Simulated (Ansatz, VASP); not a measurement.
# Te: VASP beside Ansatz

```
Te
1.0
    -1.92620    1.92620    1.92620
     1.92620   -1.92620    1.92620
     1.92620    1.92620   -1.92620
Te
1
Direct
  0.00000 0.00000 0.00000
```

Alike in both runs: task electric field gradients; functional PBE; k mesh 14 × 14 × 14; occupations fermi-dirac, width 0.05 eV; no spin polarisation.

```csv
,VASP,Ansatz
version,VASP 6.6.1,Ansatz 0.2.0
potentials or method,"VASP PAW PBE potentials, release 64 (Te)","PAW with Ansatz's default frozen-core files, scalar-relativistic"
plane-wave cutoff (eV),520,420
valence electrons in the cell,6,16
```

VASP gave:

* pressure (GPa): -0.1
* Vzz of the field gradient on the site that differs most (V/Å²): 0.0

Question: Which values does Ansatz return?

Answer: Pressure (GPa): 0.0; Vzz of the field gradient on the site that differs most (V/Å²): 0.0.

The two sets of potentials don't hold the same shells in valence. Ansatz warned: «gradients_without_spin_orbit».

The runs have no spin-orbit coupling, so splittings on Te are missing.
